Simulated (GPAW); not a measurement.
# TiO2 (Anatase) (I4_1/amd) in GPAW: equation of state with PBE

Aim: the equation of state of TiO2 (Anatase) with PBE.

Everything below comes from runs of GPAW 26.7.0. Logs are shortened: lines on timing, memory, paths and dates and some standing lists are left out, and cuts for length are marked. The log counts tension as positive stress, the text compression.

**1. Starting point**

Symmetry: I4_1/amd, No. 141, tetragonal system. Conventional cell: a = 3.784 Å, b = 3.784 Å, c = 9.515 Å, α = 90.00°, β = 90.00°, γ = 90.00°. Around Ti (site symmetry -4m2) lie 6 O at 1.93 to 1.98 Å. Around O (site symmetry 2mm) lie 3 Ti at 1.93 to 1.98 Å.

**2. Equation of state, PBE**

Input file run.py:

```python
from ase import Atoms
from ase.eos import EquationOfState
from ase.io import Trajectory
from ase.units import GPa
from ase.parallel import parprint
from gpaw import GPAW, PW

atoms = Atoms(['Ti', 'Ti', 'O', 'O', 'O', 'O'],
              cell=[[-1.8921, 1.8921, 4.7573],
                    [1.8921, -1.8921, 4.7573],
                    [1.8921, 1.8921, -4.7573]],
              scaled_positions=[[0.75, 0.25, 0.5],
                                [0.0, 0.0, 0.0],
                                [0.7919, 0.7919, 0.0],
                                [0.5419, 0.0419, 0.5],
                                [0.9581, 0.4581, 0.5],
                                [0.2081, 0.2081, 0.0]],
              pbc=True)

traj = Trajectory('eos.traj', 'w')
volumes, energies = [], []
for x in [0.94, 0.96, 0.98, 1.0, 1.02, 1.04, 1.06]:
    a = atoms.copy()
    a.set_cell(atoms.cell * x**(1 / 3), scale_atoms=True)
    calc = GPAW(mode=PW(800),
                xc='PBE',
                kpts={'size': (7, 7, 7), 'gamma': True},
                occupations={'name': 'fermi-dirac', 'width': 0.05},
                nbands=43,
                convergence={'density': 1e-05, 'energy': 1e-05},
                maxiter=150,
                txt=f'eos-{x:.2f}.txt')
    a.calc = calc
    energies.append(a.get_potential_energy(force_consistent=True))
    volumes.append(a.get_volume())
    p = -a.get_stress()[:3].mean() / GPa
    calc.write(f'eos-{x:.2f}.gpw')
    traj.write(a)
    parprint(f'{x:.2f} {volumes[-1]:10.4f} A^3 {energies[-1]:14.6f} eV {p:9.3f} GPa', flush=True)

v0, e0, B = EquationOfState(volumes, energies, eos='birchmurnaghan').fit()
parprint(f'V0 = {v0:.4f} A^3, E0 = {e0:.6f} eV, B0 = {B / GPa:.2f} GPa')
```

Potentials or basis: GPAW PAW data sets (gpaw-data 1.2.1), pw.

On the command line:

```bash
$ OMP_NUM_THREADS=1 mpirun -n 4 gpaw python run.py
```

Output:

```text
__  _  _
 | _ |_)|_||  |
 |__||  | ||/\| - 26.7.0

Input parameters:
  mode=PW(ecut=800.0),
  convergence={'density': 1e-05, 'energy': 1e-05},
  kpts=MonkhorstPack(size=(7, 7, 7), gamma=True),
  maxiter=150,
  nbands=43,
  occupations=Occupations(name='fermi-dirac', width=0.05),
  xc=XC(name='PBE')

Diagonalizing LCAO Hamiltonian
Converting LCAO to pw mode

       O

         O

         Ti

       O O

       Ti

Atoms  # Å, Bohr magnetons
|   | symbol |        x |         y |        z |    initial magnetic moments |
|---|--------|----------|-----------|----------|-----------------------------|
| 0 |     Ti | 0.000000 |  1.853475 | 2.330092 | ( 0.0000,  0.0000,  0.0000) |
| 1 |     Ti | 0.000000 |  0.000000 | 0.000000 | ( 0.0000,  0.0000,  0.0000) |
| 2 |      O | 0.000000 |  0.000000 | 7.380801 | ( 0.0000,  0.0000,  0.0000) |
| 3 |      O | 0.000000 |  1.853475 | 0.390524 | ( 0.0000,  0.0000,  0.0000) |
| 4 |      O | 0.000000 |  1.853475 | 4.269661 | ( 0.0000,  0.0000,  0.0000) |
| 5 |      O | 0.000000 | -0.000000 | 1.939569 | ( 0.0000,  0.0000,  0.0000) |

Unit cell  # Å
| periodic |         x |         y |         z |  lengths |     angles |
|----------|-----------|-----------|-----------|----------|------------|
|      yes | -1.853475 |  1.853475 |  4.660185 | 5.346781 | 139.434593 |
|      yes |  1.853475 | -1.853475 |  4.660185 | 5.346781 | 139.434593 |
|      yes |  1.853475 |  1.853475 | -4.660185 | 5.346781 |  58.712803 |

Number of symmetries: 8
Symmetry operations  # r_c * U_cc + t_c -> r_c
|   | kind |            matrix            |
|---|------|------------------------------|
| 0 |  σ   |  1, 1, 1,  0, 0,-1,  0,-1, 0 |
| 1 |  E   |  1, 0, 0,  0, 1, 0,  0, 0, 1 |
| 2 |  C2  |  0, 1, 0,  1, 0, 0, -1,-1,-1 |
| 3 |  S4  |  0, 0, 1, -1,-1,-1,  0, 1, 0 |
| 4 |  σ   |  0, 0,-1,  1, 1, 1, -1, 0, 0 |
| 5 |  C2  |  0,-1, 0, -1, 0, 0,  0, 0,-1 |
| 6 |  C2  | -1, 0, 0,  0,-1, 0,  1, 1, 1 |
| 7 |  S4  | -1,-1,-1,  0, 0, 1,  1, 0, 0 |

BZ-sampling:
  Number of BZ points: 343
  Number of IBZ points: 40

  Monkhorst-Pack size: [7, 7, 7]
  Monkhorst-Pack shift: [0, 0, 0]

K-points  # in reciprocal-cell coordinates
|     |                                coordinates |     weight |
|-----|--------------------------------------------|------------|
|   0 | (  0.00000000,   0.00000000,   0.00000000) | 0.00291545 |
|   1 | (  0.14285714,  -0.14285714,   0.00000000) | 0.01166181 |
|   2 | (  0.14285714,  -0.14285714,   0.14285714) | 0.01166181 |
|   3 | (  0.14285714,   0.00000000,   0.00000000) | 0.02332362 |
|   4 | (  0.14285714,   0.14285714,  -0.14285714) | 0.00583090 |
|   5 | (  0.28571429,  -0.28571429,   0.00000000) | 0.01166181 |
|   6 | (  0.28571429,  -0.28571429,   0.14285714) | 0.02332362 |
|   7 | (  0.28571429,  -0.28571429,   0.28571429) | 0.01166181 |
|   8 | (  0.28571429,  -0.14285714,   0.00000000) | 0.04664723 |
|   9 | (  0.28571429,  -0.14285714,   0.14285714) | 0.02332362 |
| ... |                                            |            |
|  39 | (  0.42857143,   0.42857143,   0.42857143) | 0.02332362 |

Plane wave coefficients: 3307
Cutoff: 800.0 eV

Spin-components: 1 (collinear spins)
Bands:           43
Projectors:      32
Spin-degeneracy: 2
Datatype:        complex128

Parallelization:
  kpt:    4
  domain: 1
  band:   1

Density:
  Valence electrons: 48.0
  Components: 1
  Grid points: [35 35 35]
  Charge: 0.0  # |e|

Potential:
  Grid points: [35 35 35]

species:
  Ti:
    name:    Titanium
    Z:       22.0
    valence: 12
    core:    10
    charge:  0.0  # [|e|]
    compensation charges:
      type: gauss
      rc: 0.38  # [Å]
      lmax: 2
    cutoffs:
      filter: 2.23  # [Å]
      core: 1.02  # [Å]
    projectors
    | kind |    occ | energy [eV] | rcut [Å] |
    |------|--------|-------------|----------|
    |   3s |  2.000 |     -62.623 |    1.270 |
    |   4s |  2.000 |      -4.466 |    1.270 |
    |   3p |  6.000 |     -38.862 |    1.058 |
    |   4p |  0.000 |      -1.466 |    1.058 |
    |   3d |  2.000 |      -4.258 |    1.058 |
    |    d |        |      22.953 |    1.058 |

    Using partial waves for Ti as LCAO basis

  O:
    name:    Oxygen
    Z:       8.0
    valence: 6
    core:    2
    charge:  0.0  # [|e|]
    compensation charges:
      type: gauss
      rc: 0.21  # [Å]
      lmax: 2
    cutoffs:
      filter: 1.17  # [Å]
      core: 0.83  # [Å]
    projectors
    | kind |    occ | energy [eV] | rcut [Å] |
    |------|--------|-------------|----------|
    |   2s |  2.000 |     -23.961 |    0.688 |
    |   2p |  4.000 |      -9.029 |    0.598 |
    |    s |        |       3.251 |    0.688 |
    |    p |        |      18.182 |    0.598 |
    |    d |        |       0.000 |    0.619 |

    Using partial waves for O as LCAO basis

Reference energy: -54611.437768  # eV

eigensolver:
  PPCG
  Converge bands: occupied
  niter=2

density mixing:
  MSR1-Mixer
  Pratt-step length: 0.05
  Maximum mixing coefficient: 0.75
  Old densities: 10
  SVD Regularization: 0.005
  Good broyden scale: 1.0
  Trust region scale: 1.0
  Backstep threshold: 4.0
  History deletion threshold: 6.0
  Fourier metric: weight=20.0, sigma=0.015

occupation numbers:
  Fermi-Dirac:
    width: 0.0500  # eV

poisson solver:
  ecut: 6400.0  # eV

xc functional:
  name: PBE with 2 nearest neighbor stencil

convergence criteria:
- Maximum integral of absolute [dens]ity change: 1e-05 electrons / valence electron
- Maximum [total energy] change in last 3 cyles: 1e-05 eV / valence electron
- Maximum integral of absolute [eigenst]ate change: 4e-08 eV^2 / valence electron
maximum number of iterations: 150

SCF iterations
|iter     | |      energy | eigst |  dens |
|---------|-|-------------|-------|-------|
|iter:   1| |  -61.218968 | +0.14 |       |
|iter:   2| |  -58.313979 | -1.76 | -0.79 |
|iter:   3| |  -52.487363 | -0.64 | -0.85 |
|iter:   4| |  -52.073376 | -1.88 | -1.35 |
|iter:   5| |  -52.055317 | -2.61 | -1.63 |
|iter:   6| |  -52.050075 | -3.52 | -2.05 |
|iter:   7| |  -52.050253 | -4.85 | -2.94 |
|iter:   8| |  -52.050281c| -5.94 | -3.46 |
|iter:   9| |  -52.050278c| -6.80 | -3.92 |
|iter:  10| |  -52.050279c| -7.58c| -4.30 |
|iter:  11| |  -52.050279c| -8.04c| -5.01c|

Converged in 11 steps
Energy contributions relative to reference atoms: (reference = -54611.437768)

Energy contributions:
  Kinetic:          83.169271
  Coulomb:         -88.181534
  Zero:              1.245955
  External:          0.000000
  Xc:              -48.283971
  Entropy:          -0.000000
  Spinorbit:         0.000000
  ----------------------------
  Free energy:     -52.050279
  Extrapolated:    -52.050279

dipole moment: (-26.086582, -6.626275, 11.098062)  # |e|*Ang

Fermi level: 5.782
Eigenvalues  # (at kpt = [0.000, 0.000, 0.000])
| band index |      eig [eV] | occ [0-2] |
|------------|---------------|-----------|
|          0 |       -51.306 |     2.000 |
|        ... |               |           |
|         16 |         2.546 |     2.000 |
|         17 |         2.546 |     2.000 |
|         18 |         2.674 |     2.000 |
|         19 |         3.982 |     2.000 |
|         20 |         4.066 |     2.000 |
|         21 |         4.066 |     2.000 |
|         22 |         4.223 |     2.000 |
|         23 |         4.223 |     2.000 |
|         24 |         7.026 |     0.000 |
|         25 |         7.867 |     0.000 |
|         26 |         9.139 |     0.000 |
|         27 |         9.139 |     0.000 |
|         28 |         9.143 |     0.000 |
|         29 |         9.143 |     0.000 |
|         30 |        10.350 |     0.000 |
|         31 |        10.649 |     0.000 |
|        ... |               |           |
|         42 |        23.979 |     0.000 |

Gap: 2.267 eV
Transition (v -> c):
  (s=0, k=15, n=23, [0.43, -0.43, 0.00]) -> (s=0, k=0, n=24, [0.00, 0.00, 0.00])
Direct/indirect transitions are different
Direct gap: 2.605 eV
Transition at: (s=0, k=13, n=23, [0.29, 0.29, -0.29])

Stress tensor  # eV/Ang^3
|         x |         y |         z |
|-----------|-----------|-----------|
| -0.136891 | -0.000000 | -0.000000 |
| -0.000000 | -0.136891 | -0.000000 |
| -0.000000 | -0.000000 | -0.151563 |

# Writing to eos-0.94.gpw (mode='')
```

Run time: 6.5 min. Hardware: 4 MPI ranks of Intel Xeon Platinum 8375C at 2.90GHz (Ice Lake), shared host; peak memory 0.59 GiB.

Results:

```yaml
Equilibrium_volume: 11.70 Å³/atom
Bulk_modulus_at_fixed_shape_and_positions: 207 GPa
Pressure_derivative_of_the_bulk_modulus: 4.2
```

Energy against volume, from the lowest point:
```
volume (Å³/atom)  energy (meV/atom)
          10.673              67.46
          10.900              39.17
          11.127              19.01
          11.354               6.24
          11.581               0.11
          11.808               0.00
          12.035               5.31
```

Caveat: the cell was scaled at fixed shape and fractional positions, which overstates the stiffness of a crystal with free parameters, most of all of layers and chains.
